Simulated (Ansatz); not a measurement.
An input for Ansatz 0.2.0 (Cu):

Contents of run.py:

```python
import json

import ase.io
import numpy as np

import ansatz as az

atoms = ase.io.read("Cu.xyz")

calculation = (
    az.Crystal.from_ase(atoms)
    .calculation()
    .kpoints(10, 10, 10)
    .functional("r2scan", dispersion="rvv10")
    .pseudopotentials(kind="paw", source="jth")
    .hubbard(projectors="atomic", double_counting="fll")
    .hubbard("Cu", "d", u_eff=6.0)
    .xc_energy_on_converged_density(("lda", "pbe", "pbesol", "rpbe", "revpbe", "blyp"))
    .forces()
    .stress()
    .band_table(publish=True)
)
outcome = calculation.run(threads=2, events_out="events.jsonl")

report = outcome.report
for line in open("events.jsonl"):
    event = json.loads(line)
    if event["event"] == "scf_iter":
        d = event["data"]
        print(f"SCF {d['iter']:3d}  HF = {d['harris_foulkes_ev']:.6f} eV  dr2 = {d['dr2_ev']:.2e} eV")
    elif event["event"] in ("relax_step", "md_step"):
        d = event["data"]
        print(f"{event['event']} {d['step']:3d}  E = {d['lagrangian_ev']:.6f} eV")
np.set_printoptions(precision=5, suppress=True, linewidth=110)
print("converged:", report["converged"], "after", report["n_iterations"], "iterations")
print(f"free energy {report['free_energy_ev']:.6f} eV, Fermi level {report['fermi_energy_ev']:.4f} eV")
for key in ("band_edges_ev", "magnetization_mub", "site_moments_mub", "site_moments_nc_mub", "forces_ev_ang",
                "stress_gpa", "kpoints_frac", "eigenvalues_ev"):
    if report.get(key) is not None:
        print(key, np.array(report[key]), sep="\n")
```

File Cu.xyz:

```xyz
1
Lattice="-1.4757500000 1.4483780000 1.3983710000 1.4677050000 -1.4053880000 1.3448620000 1.4681480000 1.3977860000 -1.3532970000" Properties=species:S:1:pos:R:3 pbc="T T T"
Cu     0.0000000000      0.0000000000      0.0000000000
```

Potentials or basis: JTH PAW.

Run with:

```sh
$ python run.py
```

Question: How does this run end?

Answer: The run stopped without a result. It printed:

Output:

```text
Traceback (most recent call last):
  File "run.py", line 23, in <module>
  [frames inside libraries left out]
ansatz.RefusalError: YAML parse error: `scf.occupations.method` is required: fixed only where the cell keeps a band gap throughout the run, explicit beside scf.occupations.values (under evaluate: without them), else a smearing such as fermi_dirac (scf.occupations.width is optional; its entry in the input reference gives the default)
```
